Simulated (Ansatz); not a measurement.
Cu: one input, then a changed one

The cell is COD entry 5000216, as deposited and not checked against the literature; nothing was relaxed. The listed cell was then made from it by scaling, straining or moving an atom.

First run: DFT, LDA, PAW with Ansatz's default frozen-core files, scalar-relativistic (Ansatz 0.2.0).

Command: `ansatz run input.yaml --threads 1 --pin off --max-ram 2048MiB --backend cpu --events-out ev --progress --plain --runs-dir out` The run took about 4.4 s on 1 thread of a shared machine.

```yaml
crystal:
  lattice:
    - [0.0, 1.8312856224, 1.8312856224]
    - [1.8312856224, 0.0, 1.8312856224]
    - [1.8312856224, 1.8312856224, 0.0]
  atoms:
    - { symbol: Cu, position: [0.0, 0.0, 0.0] }
kpoints:
  mp_grid: { grid: [19, 19, 19] }
scf:
  occupations: { method: fermi_dirac, width: 0.08 }
hamiltonian:
  xc: lda
  pseudopotentials: { kind: paw }
output:
  forces: true
  stress: true
  eigenvalues: true
  efg: { contact_densities: true }
  write_density: true
  write_potential: true
  elf: true
  volumetric_format: npy
```

Result: converged; pressure -16.89 GPa; 6 SCF iterations.

The input is then changed:

```diff
@@ -7,5 +7,5 @@
     - { symbol: Cu, position: [0.0, 0.0, 0.0] }
 kpoints:
-  mp_grid: { grid: [19, 19, 19] }
+  mp_grid: { grid: [10, 10, 10] }
 scf:
   occupations: { method: fermi_dirac, width: 0.08 }
@@ -13,4 +13,5 @@
   xc: lda
   pseudopotentials: { kind: paw }
+  dispersion: d3bj
 output:
   forces: true
@@ -18,7 +19,3 @@
   eigenvalues: true
   efg: { contact_densities: true }
-  write_density: true
-  write_potential: true
-  elf: true
-  volumetric_format: npy
```

Task: Predict the outcome of the changed run.

Result: It converged; pressure -24.3 GPa; 6 SCF iterations. Some of these settings are too coarse for converged properties.

The results part of its log:

```
SCF 1 converged in 6 iterations: F = -6556.189574 eV  dr2 = 4.99e-12
  greatest PAW one-centre occupation: 1.000 electrons in one spin orbital (limit 2), on the Cu atom at site 0 (counted from 0), in its partial waves of l = 0
SCF converged after 6 iterations
Free energy (F): -6556.189574 eV
Harris-Foulkes:  -6556.189574 eV  (|F-HF|=6.37e-12)
Internal energy: -6556.178415 eV  (E = F + TS)
E sigma→0 (E₀):  -6556.183994 eV
Entropy (-TS):   -0.011159 eV (-11.159 meV/atom)
Fermi energy:    15.420742 eV
--- Per-component energies (eV) ---
  E_band       = -377.774930
  E_kinetic    = 299.947183
  E_local      = -4124.595668  (includes V_loc(G=0)·N_el)
  E_nonlocal   = 394.416103
  E_hartree    = 1810.123530
  E_xc         = -88.729099
  E_vxc        = -115.069078  (∫ρ·V_xc dr)
  E_paw        = -1593.592746  (= ΣΔE_a)
  E_vpaw       = -452.720551  (= ΣTr[D̂ρ^β])
  E_aug_tail   = 0.000202  (compensation charges beyond the density's cutoff)
  E_ewald      = -3253.637763
  E_disp       = -0.559816  (pairwise vdW)
  E_core_change = 0.449660  (= ΣΔE_core)
  E_smearing   = -0.011159  (= −TS)
  E_closure    = -0.000000  (closes the sum)
  Σ components = -6556.189574   (vs F -6556.189574, Δ=0.00e0)
--- Forces (eV/Å), atoms counted from 1 ---
  atom   1  Cu    -0.00000000    -0.00000000     0.00000000
  max |Σ_I F_I| component: 4.11e-33 eV/Å
--- Stress (GPa, compression-positive) ---
      -24.297413       0.000000       0.000000
        0.000000     -24.297413      -0.000000
        0.000000      -0.000000     -24.297413
  P = ⅓ Tr σ = -24.2974 GPa (-242.974 kbar)
--- PAW observables at the nuclei: V_zz in 10²¹ V/m², potentials from the cell's mean, atoms counted from 1 ---
  atom   1  Cu V_zz =    -0.000000   η = 0.0000   by run symmetry: forbidden
            electrostatic potential = -3760.477271 V   contact ρ = 146778.991605 e/Å³
--- Band table (eV; the first three rows and the last of 47) ---
  k-point 0: bands = ["-96.1548", "-53.9172", "-53.9172", "-53.9172", "6.3806", "12.5719", "12.5719", "12.5719", "13.3709", "13.3709", "37.9039", "39.8864", "39.8864", "39.8864"]
  k-point 1: bands = ["-96.1536", "-53.9262", "-53.9186", "-53.9186", "6.7337", "12.5028", "12.6338", "12.6338", "13.3495", "13.3495", "35.0900", "38.4395", "39.0192", "39.0192"]
  k-point 2: bands = ["-96.1506", "-53.9499", "-53.9221", "-53.9221", "7.7491", "12.3644", "12.7277", "12.7277", "13.3700", "13.3700", "30.0048", "37.9219", "37.9219", "38.0460"]
  k-point 46: bands = ["-96.1391", "-53.9887", "-53.9721", "-53.9540", "11.4482", "11.7841", "12.4794", "13.4082", "14.0468", "20.2166", "22.9383", "23.1449", "24.4938", "40.3138"]
```
